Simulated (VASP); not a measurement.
Wanted: the native input for a VASP 6.6.1 run.

- Task: single point
- Functional: PBEsol
- Potentials or basis: VASP PAW PBE potentials, release 64 (Cu)
- Cutoff: 350 eV
- k mesh: 3 × 3 × 3
- Occupations: methfessel-paxton, width 0.1 eV
- Spin: no spin polarisation
- Further INCAR settings: ALGO = Fast; EDIFF = 1e-06; NBANDS = 390

The structure of Cu lies in POSCAR:

```
Cu
1.0
    0.0000000000      7.1280000000      7.1280000000
    7.1280000000      0.0000000000      7.1280000000
    7.1280000000      7.1280000000      0.0000000000
Cu
64
Direct
    0.0000000000      0.0000000000      0.0000000000
    0.0000000000      0.0000000000      0.2500000000
    0.0000000000      0.0000000000      0.5000000000
    0.0000000000      0.0000000000      0.7500000000
    0.0000000000      0.2500000000      0.0000000000
    0.0000000000      0.2500000000      0.2500000000
    0.0000000000      0.2500000000      0.5000000000
    0.0000000000      0.2500000000      0.7500000000
    0.0000000000      0.5000000000      0.0000000000
    0.0000000000      0.5000000000      0.2500000000
    0.0000000000      0.5000000000      0.5000000000
    0.0000000000      0.5000000000      0.7500000000
    0.0000000000      0.7500000000      0.0000000000
    0.0000000000      0.7500000000      0.2500000000
    0.0000000000      0.7500000000      0.5000000000
    0.0000000000      0.7500000000      0.7500000000
    0.2500000000      0.0000000000      0.0000000000
    0.2500000000      0.0000000000      0.2500000000
    0.2500000000      0.0000000000      0.5000000000
    0.2500000000      0.0000000000      0.7500000000
    0.2500000000      0.2500000000      0.0000000000
    0.2500000000      0.2500000000      0.2500000000
    0.2500000000      0.2500000000      0.5000000000
    0.2500000000      0.2500000000      0.7500000000
    0.2500000000      0.5000000000      0.0000000000
    0.2500000000      0.5000000000      0.2500000000
    0.2500000000      0.5000000000      0.5000000000
    0.2500000000      0.5000000000      0.7500000000
    0.2500000000      0.7500000000      0.0000000000
    0.2500000000      0.7500000000      0.2500000000
    0.2500000000      0.7500000000      0.5000000000
    0.2500000000      0.7500000000      0.7500000000
    0.5000000000      0.0000000000      0.0000000000
    0.5000000000      0.0000000000      0.2500000000
    0.5000000000      0.0000000000      0.5000000000
    0.5000000000      0.0000000000      0.7500000000
    0.5000000000      0.2500000000      0.0000000000
    0.5000000000      0.2500000000      0.2500000000
    0.5000000000      0.2500000000      0.5000000000
    0.5000000000      0.2500000000      0.7500000000
    0.5000000000      0.5000000000      0.0000000000
    0.5000000000      0.5000000000      0.2500000000
    0.5000000000      0.5000000000      0.5000000000
    0.5000000000      0.5000000000      0.7500000000
    0.5000000000      0.7500000000      0.0000000000
    0.5000000000      0.7500000000      0.2500000000
    0.5000000000      0.7500000000      0.5000000000
    0.5000000000      0.7500000000      0.7500000000
    0.7500000000      0.0000000000      0.0000000000
    0.7500000000      0.0000000000      0.2500000000
    0.7500000000      0.0000000000      0.5000000000
    0.7500000000      0.0000000000      0.7500000000
    0.7500000000      0.2500000000      0.0000000000
    0.7500000000      0.2500000000      0.2500000000
    0.7500000000      0.2500000000      0.5000000000
    0.7500000000      0.2500000000      0.7500000000
    0.7500000000      0.5000000000      0.0000000000
    0.7500000000      0.5000000000      0.2500000000
    0.7500000000      0.5000000000      0.5000000000
    0.7500000000      0.5000000000      0.7500000000
    0.7500000000      0.7500000000      0.0000000000
    0.7500000000      0.7500000000      0.2500000000
    0.7500000000      0.7500000000      0.5000000000
    0.7500000000      0.7500000000      0.7500000000
```

The cell was built by a generator and needn't be a form met in nature.

The input as run:

INCAR

```
SYSTEM = Cu
PREC = Accurate
ENCUT = 350
EDIFF = 1E-6
ISMEAR = 1
SIGMA = 0.1
LREAL = .False.
LASPH = .True.
NELM = 100
ALGO = Fast
ISIF = 2
LWAVE = .False.
LCHARG = .True.
GGA = PS
LELF = .True.
LVHAR = .True.
NBANDS = 390
```

KPOINTS

```
regular mesh
0
Gamma
  3 3 3
  0 0 0
```

Potentials or basis: VASP PAW PBE potentials, release 64 (Cu).

Launch:

```bash
$ cat potpaw_PBE.64/Cu/POTCAR > POTCAR
$ mpirun -np 1 vasp_std > vasp.out
```

It gave:

| Item | Value |
| --- | --- |
| Pressure | 0.4 GPa |
| Band gap on the k mesh | none (metal or under the smearing width) |

Caveat: the cutoff is under 1.25 times the usual one of these potentials, so pressure, stress and relaxed cells hold a basis-set (Pulay) error; the PAW data sets were made with another functional, which shifts forces and pressure a little.

It took 25 min on 1 thread of Intel(R) Xeon(R) Platinum 8488C (Sapphire Rapids), with other jobs on the host, peak memory 0.83 GiB.
